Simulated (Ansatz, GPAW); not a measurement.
## Geometry or basis: what sets the conductance of a Ga chain with one Si atom in line

Wanted: T(E) of a Ga chain with one Si atom in line at a relaxed geometry in two programs, beside the unrelaxed structure.

Calculated with GPAW 26.7.0 and Ansatz 0.2.0; Ansatz plane waves; relaxation of the junction with the lead ends held, in the first sound run; inputs show where later runs differ.

Report form: the programs' logs are mostly left out.

**1. The structure**

The cell holds 13 atoms: 12 Ga and 1 Si. Its edges and angles: a = 9.000 Å, b = 9.000 Å, c = 32.784 Å, α = 90.0°, β = 90.0°, γ = 90.0°. Regions: left lead, 6 atoms (6 Ga); channel, 1 atom (1 Si); right lead, 6 atoms (6 Ga). Vacuum lies along a and b. The structure is stacked along c, and the current runs across the ab planes.

Structure file:

```cif
data_structure
_symmetry_space_group_name_H-M 'P 1'
_symmetry_Int_Tables_number 1
_cell_length_a 9.0000
_cell_length_b 9.0000
_cell_length_c 32.7838
_cell_angle_alpha 90.000
_cell_angle_beta 90.000
_cell_angle_gamma 90.000
_cell_volume 2655.49
loop_
_atom_site_label
_atom_site_type_symbol
_atom_site_fract_x
_atom_site_fract_y
_atom_site_fract_z
_atom_site_occupancy
Ga1 Ga 0.50000 0.50000 0.03889 1
Ga2 Ga 0.50000 0.50000 0.11667 1
Ga3 Ga 0.50000 0.50000 0.19446 1
Ga4 Ga 0.50000 0.50000 0.27224 1
Ga5 Ga 0.50609 0.48974 0.35090 1
Ga6 Ga 0.50023 0.50439 0.42816 1
Si7 Si 0.50609 0.50011 0.49953 1
Ga8 Ga 0.50193 0.50144 0.57187 1
Ga9 Ga 0.49918 0.50240 0.65062 1
Ga10 Ga 0.50000 0.50000 0.72776 1
Ga11 Ga 0.50000 0.50000 0.80554 1
Ga12 Ga 0.50000 0.50000 0.88333 1
Ga13 Ga 0.50000 0.50000 0.96111 1
```

**2. Relaxing the atoms**

Transmission follows bond lengths closely, so the atoms between the held lead ends are relaxed first, from a slightly shaken start that lets symmetry break.

Contents of input.yaml:

```yaml
crystal:
  lattice:
    - [9.0, 0.0, 0.0]
    - [0.0, 9.0, 0.0]
    - [0.0, 0.0, 32.7838]
  atoms:
    - { symbol: Ga, position: [0.5, 0.5, 0.0388911597] }
    - { symbol: Ga, position: [0.5, 0.5, 0.116673479] }
    - { symbol: Ga, position: [0.5, 0.5, 0.1944557983] }
    - { symbol: Ga, position: [0.5, 0.5, 0.2722381176] }
    - { symbol: Ga, position: [0.5060891885, 0.4897388936, 0.350897148] }
    - { symbol: Ga, position: [0.5002321241, 0.5043941667, 0.4281556402] }
    - { symbol: Si, position: [0.5060908621, 0.5001058125, 0.4995276056] }
    - { symbol: Ga, position: [0.5019349497, 0.5014403562, 0.571870705] }
    - { symbol: Ga, position: [0.4991756539, 0.5023981356, 0.6506240729] }
    - { symbol: Ga, position: [0.5, 0.5, 0.7277618824] }
    - { symbol: Ga, position: [0.5, 0.5, 0.8055442017] }
    - { symbol: Ga, position: [0.5, 0.5, 0.883326521] }
    - { symbol: Ga, position: [0.5, 0.5, 0.9611088403] }
kpoints:
  mp_grid: { grid: [1, 1, 3] }
hamiltonian:
  xc: pbe
scf:
  occupations: { method: fermi_dirac, width: 0.1 }
relax:
  f_tol: 0.03
  max_steps: 80
  constraints: [{ sites: [0, 1, 2, 3, 9, 10, 11, 12] }]
```

Started as:

```sh
$ ansatz run input.yaml --threads 4 --pin off --max-ram 8192MiB --backend cpu --events-out ev --progress --plain --runs-dir out
```

Elapsed: 2.7 min, on 4 threads of Arm Neoverse V2, shared host; peak memory 2.6 GiB; 10 min of CPU time.

The steps of the relaxation:

```
step  energy less that of the first step (eV)  largest force component (eV/Å)
   1                                   0.0000                          0.3362
   2                                  -0.0370                          0.1833
   3                                  -0.1026                          0.2579
   4                                  -0.1712                          0.5056
   5                                  -0.2760                          0.5255
   6                                  -0.3909                          0.2268
   7                                  -0.4474                          0.1383
   8                                  -0.4857                          0.1257
   9                                  -0.5141                          0.0522
  10                                  -0.5249                          0.0405
  11                                  -0.5367                          0.0370
  12                                  -0.5476                          0.0372
  13                                  -0.5572                          0.0312
  14                                  -0.5649                          0.0222
  15                                  -0.5702                          0.0216
  16                                  -0.5722                          0.0293
  17                                  -0.5728                          0.0133
```

The atoms that moved most (Å):

```
atom     dx      dy      dz  length
 Si7  1.389  -0.215  -0.071   1.407
 Ga9  0.981  -0.194  -0.205   1.021
 Ga5  0.976  -0.089   0.018   0.980
 Ga8  0.358  -0.087  -0.327   0.493
 Ga6  0.410  -0.113   0.143   0.449
```

Numbers from this step:

```yaml
free_energy: -46015.1893 eV
smearing_term_ts: 0.6644 eV
symmetry_operations: 1
```

The relaxation lowered the energy of the cell by 0.573 eV.

**3. Plane-wave reference (PBE)**

A plane-wave run comes first: its basis does not favour the atoms, so it serves as the reference for the orbital bases.

This step: Ansatz plane waves; Landauer transmission by layers, zero bias (Ansatz 0.2.0).

Contents of input.yaml:

```yaml
crystal:
  lattice:
    - [9.0, 0.0, 0.0]
    - [0.0, 9.0, 0.0]
    - [0.0, 0.0, 32.7838]
  atoms:
    - { symbol: Ga, position: [0.5, 0.5, 0.0388911597] }
    - { symbol: Ga, position: [0.5, 0.5, 0.116673479] }
    - { symbol: Ga, position: [0.5, 0.5, 0.1944557983] }
    - { symbol: Ga, position: [0.5, 0.5, 0.2722381176] }
    - { symbol: Ga, position: [0.6145298727, 0.4798909095, 0.3514460734] }
    - { symbol: Ga, position: [0.5458333029, 0.4918404279, 0.4325040364] }
    - { symbol: Si, position: [0.6603873308, 0.4761669345, 0.4973676984] }
    - { symbol: Ga, position: [0.5417455093, 0.4917500038, 0.5618815195] }
    - { symbol: Ga, position: [0.6081599188, 0.4808540907, 0.6443589833] }
    - { symbol: Ga, position: [0.5, 0.5, 0.7277618824] }
    - { symbol: Ga, position: [0.5, 0.5, 0.8055442017] }
    - { symbol: Ga, position: [0.5, 0.5, 0.883326521] }
    - { symbol: Ga, position: [0.5, 0.5, 0.9611088403] }
kpoints:
  mp_grid: { grid: [1, 1, 3] }
hamiltonian:
  xc: pbe
scf:
  occupations: { method: fermi_dirac, width: 0.1 }
output:
  transmission:
    leads: [[0, 1]]
    e_range: [-2, 2]
    de: 0.025
    kmesh: [1, 1]
    reduced_basis: true
  write_potential: true
  write_density: true
  volumetric_format: npy
```

Run time: 60 s. Hardware: 4 threads; peak memory 2.6 GiB; 3.3 min of CPU time.

Numbers from this step:

| Quantity | Value |
| --- | --- |
| lead level | 0 eV from the Fermi level |
| transmission at the Fermi level (one spin) | 0.5956 |
| open channels of the lead at the Fermi level (one spin) | 3 |
| step of the potential along the lead | 42.9 meV |
| offset of the lead | 0 Å |
| filling of the lead less its bulk value, in size | 36.8 meV |
| conductance | 0.5963 G₀ |

One spin. The transmission, zone mean by energy, zero at the Fermi level:

```
energy (eV)  transmission, zone mean
     -2.000                    0.120
     -1.900                   0.0962
     -1.800                   0.0767
     -1.700                   0.0588
     -1.600                   0.0366
     -1.500                        0
     -1.400                   0.0840
     -1.300                   0.0632
     -1.200                   0.0522
     -1.100                   0.0465
     -1.000                   0.0449
     -0.900                   0.0501
     -0.800                   0.0746
     -0.700                    0.176
     -0.600                    0.536
     -0.500                    0.875
     -0.450                    0.896
     -0.400                    0.853
     -0.300                    0.605
     -0.200                    0.466
     -0.100                    0.538
      0.000                    0.596
      0.100                    0.658
      0.200                    0.742
      0.300                    0.858
      0.400                     1.02
      0.500                     1.24
      0.600                     1.48
      0.700                     1.66
      0.800                     1.79
      0.900                     1.87
      1.000                     1.93
      1.100                     1.97
      1.200                     1.99
      1.300                     2.01
      1.400                     2.04
      1.500                     2.09
      1.600                     2.16
      1.700                     2.24
      1.800                     2.29
      1.900                     2.31
      2.000                     2.30
```

One spin. Open channels, zone mean against energy, zero at the Fermi level:

```
energy (eV)  open channels, zone mean
     -2.000                         1
     -1.900                         1
     -1.800                         1
     -1.700                         1
     -1.600                         1
     -1.500                         0
     -1.400                         1
     -1.300                         1
     -1.200                         1
     -1.100                         1
     -1.000                         1
     -0.900                         1
     -0.800                         1
     -0.700                         1
     -0.600                         1
     -0.500                         1
     -0.400                         1
     -0.300                         1
     -0.200                         3
     -0.100                         3
      0.000                         3
      0.100                         3
      0.200                         3
      0.300                         3
      0.400                         3
      0.500                         3
      0.600                         3
      0.700                         3
      0.800                         3
      0.900                         3
      1.000                         3
      1.100                         3
      1.200                         3
      1.300                         3
      1.400                         3
      1.500                         3
      1.600                         3
      1.700                         3
      1.800                         3
      1.900                         3
      2.000                         3
```

Crystal 0, spin -, k parallel (0, 0); distinct values, listed up to 1.5 1/Å. Table of Im kz of the slowest decaying states by energy, zero at the Fermi level:

```
energy (eV)  decay 1 (Å⁻¹)  decay 2 (Å⁻¹)  decay 3 (Å⁻¹)  decay 4 (Å⁻¹)
    -2.0000          0.643          0.644           1.14           1.27
    -1.7500          0.596          0.597           1.11           1.24
    -1.5000        0.00477          0.544          0.546           1.08
    -1.2500          0.487          0.488           1.05           1.19
    -1.0000          0.421          0.422           1.01           1.16
    -0.7500          0.342          0.344          0.981           1.13
    -0.5000          0.237          0.239          0.947           1.10
    -0.2500          0.911           1.07           1.18           1.18
     0.0000          0.873           1.04           1.15           1.15
     0.2500          0.834           1.01           1.13           1.13
     0.5000          0.793          0.973           1.10           1.10
     0.7500          0.750          0.938           1.07           1.07
     1.0000          0.704          0.902           1.04           1.04
     1.2500          0.655          0.865           1.01           1.01
     1.5000          0.603          0.826          0.972          0.975
     1.7500          0.545          0.785          0.937          0.942
     2.0000          0.480          0.741          0.901          0.907
```

Crystal 0, spin -, k parallel (0, 0). Table of Re kz of states that move upwards by energy, zero at the Fermi level:

```
energy (eV)  channel 1 (Å⁻¹)  channel 2 (Å⁻¹)  channel 3 (Å⁻¹)
     -2.000             1.18                -                -
     -1.800             1.20                -                -
     -1.600             1.22                -                -
     -1.400            -1.23                -                -
     -1.200            -1.20                -                -
     -1.000            -1.18                -                -
     -0.800            -1.16                -                -
     -0.600            -1.15                -                -
     -0.400            -1.13                -                -
     -0.200            -1.11            0.128            0.133
      0.000            -1.09            0.257            0.259
      0.200            -1.07            0.340            0.342
      0.400            -1.05            0.407            0.409
      0.600            -1.03            0.465            0.466
      0.800            -1.02            0.517            0.518
      1.000           -1.000            0.564            0.565
      1.200           -0.983            0.608            0.609
      1.400           -0.965            0.649            0.650
      1.600           -0.949            0.688            0.689
      1.800           -0.932            0.726            0.727
      2.000           -0.915            0.762            0.763
```

The electrostatic potential energy of an electron (with the applied field's), less the Fermi level, planar mean oscillates, so the rows of the table below give means over windows of 2.48 Å about each position, cut where the curve ends. Its maxima inside the range that stand out by 2 % of the span (Å: eV): 2.6: 3.62, 5.1: 3.63, 7.6: 3.52, 10.2: 3.49, 13.0: 3.68, 15.3: 3.90, 17.3: 3.87, 19.7: 3.65, 22.4: 3.47, 25.2: 3.50, 27.7: 3.63, 30.2: 3.62. Its minima: 1.3: 2.61, 3.8: 2.63, 6.4: 2.58, 8.9: 2.48, 11.5: 2.46, 14.1: 2.86, 16.3: 2.72, 18.5: 2.83, 21.1: 2.38, 23.9: 2.43, 26.4: 2.58, 29.0: 2.63, 31.5: 2.61.

Table of electrostatic potential energy of an electron (with the applied field's), less the Fermi level, planar mean by z; means over each step:

```
z (Å)  electrostatic potential energy of an electron (with the applied field's), less the Fermi level, planar mean (eV)
 1.24                                                                                                              3.09
 3.72                                                                                                              3.10
 6.20                                                                                                              3.06
 8.68                                                                                                              2.96
11.16                                                                                                              2.95
13.64                                                                                                              3.28
16.12                                                                                                              3.40
18.60                                                                                                              3.28
21.08                                                                                                              2.90
23.56                                                                                                              2.92
26.04                                                                                                              3.03
28.52                                                                                                              3.10
31.00                                                                                                              3.10
```

The valence density, planar mean oscillates, so the rows of the table below give means over windows of 2.62 Å about each position, cut where the curve ends. Its maxima inside the range that stand out by 2 % of the span (Å: e/Å³): 1.3: 0.214, 3.8: 0.214, 6.4: 0.214, 8.9: 0.214, 11.5: 0.215, 14.1: 0.212, 18.4: 0.209, 21.1: 0.215, 23.9: 0.213, 26.4: 0.214, 29.0: 0.214, 31.5: 0.214. Its minima: 2.6: 0.0139, 5.1: 0.0138, 7.7: 0.0136, 10.2: 0.0128, 12.8: 0.0121, 15.2: 0.0226, 19.8: 0.0115, 22.4: 0.0111, 25.1: 0.0136, 27.7: 0.0138, 30.2: 0.0138.

Table of valence density, planar mean by z; means over each step:

z (Å), valence density, planar mean (e/Å³) and a bar from the least value:
```
     1.31      0.062 #########################
     3.93      0.062 #########################
     6.55      0.062 #########################
     9.17      0.061 ########################
    11.79      0.061 ########################
    14.41      0.064 ############################
    17.03      0.040 
    19.65      0.055 #################
    22.27      0.055 #################
    24.89      0.065 ############################
    27.51      0.066 #############################
    30.13      0.066 ##############################
```

The largest of the program's own error estimates on the conductance is 8.5 %. T at the Fermi level is 0.596; the potential still steps by 42.9 meV from one lead period to the next, more than the program accepts for a lead, so the cell is too short for a firm reference, and the program's own error estimates apply.

[end of part 1 of 2]

[Logs are printed without paths, hosts, clocks, repeated set-up lines and the standing remarks that a program may print on its own settings, such as how far it seeks lower states.]

[Hosts, paths, dates, database ids (printed as entryN), source tags and the programs' standing remarks are cut or masked in the printed files.]
